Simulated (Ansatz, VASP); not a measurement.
# AlN in VASP and in Ansatz

```
Al N
1.0
     3.11000    0.00000    0.00000
    -1.55500    2.69334    0.00000
     0.00000    0.00000    4.83060
Al N
2 2
Cartesian
  1.5550 0.8978 -0.0164
  0.0000 1.7956 2.3989
  1.5550 0.8978 1.8617
  0.0000 1.7956 4.2770
```

Change from the starting cell: z stretched by -3 %, ions relaxed.

Alike in both runs: functional PBE; k mesh 11 × 11 × 6; occupations fermi-dirac, width 0.02 eV; no spin polarisation.

Ansatz relaxed the structure, and its values are those at the end. VASP's run is a single point on that final structure, the one shown.

```csv
,VASP,Ansatz
version,VASP 6.6.1,Ansatz 0.2.0
potentials or method,"VASP PAW PBE potentials, release 64 (Al, N)","plane-wave PAW, scalar-relativistic"
plane-wave cutoff (eV),520,420
valence electrons in the cell,16,16
```

```csv
,VASP,Ansatz,Ansatz less VASP
gap on the k mesh at the Fermi level (eV),4.30,4.28,-0.011
pressure (GPa),10.1,10.3,+0.25
```

Ansatz warned: «stress_scf_threshold_loose».

Caveats: an odd mesh through Γ misses points on the zone boundary, where band edges often lie.
